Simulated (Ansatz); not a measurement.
Theory: Ansatz 0.2.0, DFT PBE, scalar-relativistic, plane waves, PAW. Settings: cutoff 420 eV, Γ-centred meshes spaced at most about 0.3 Å⁻¹, and about 0.25 Å⁻¹ or finer for metals (2π included), Gaussian smearing. No spin polarisation.

All energies are static (0 K, no zero-point motion).

Compare these two cells of BiH, each relaxed at this level.

1.

```yaml
crystal:
  lattice:
    - [-1.64789, 1.64789, 4.29151]
    - [1.64789, -1.64789, 4.29151]
    - [1.64789, 1.64789, -4.29151]
  atoms:
    - { symbol: Bi, position: [0.89260, 0.89260, 0.00000] }
    - { symbol: H, position: [0.67940, 0.67940, 0.00000] }
```

2.

```yaml
crystal:
  lattice:
    - [3.85018, 0.00000, 0.00000]
    - [-1.92509, 3.33435, 0.00000]
    - [0.00000, 0.00000, 3.28020]
  atoms:
    - { symbol: Bi, position: [0.00000, 0.00000, 0.00000] }
    - { symbol: H, position: [0.66667, 0.33333, 0.00000] }
```

Task: Which form is favoured at zero pressure, and by what margin per atom?

Result: Cell 1 is lower, by 202 meV/atom. Cell 1 has space group I4mm (No. 107), 23.3 Å³/atom and no gap on its mesh; cell 2 has space group P-6m2 (No. 187), 21.1 Å³/atom and no gap. Counting H atoms around Bi (those within 1.25 times the shortest such distance or 1.15 times the sum of covalent radii), cell 1 has Bi 1 and cell 2 has Bi 3. Even the lower one lies +0.29 eV/atom against the reference forms of the elements (uncorrected), so neither is stable at this level. Both come from invented guesses.

No dispersion correction is applied, so the spacing and binding between layers, chains or molecules are poorly described (I4mm), and this can change margins and order among such cells. These runs have no spin–orbit coupling, which can matter for Bi. With hydrogen, zero-point motion can shift such differences by 10 meV/atom or more. Cells relaxed within their symmetry can be saddle points.
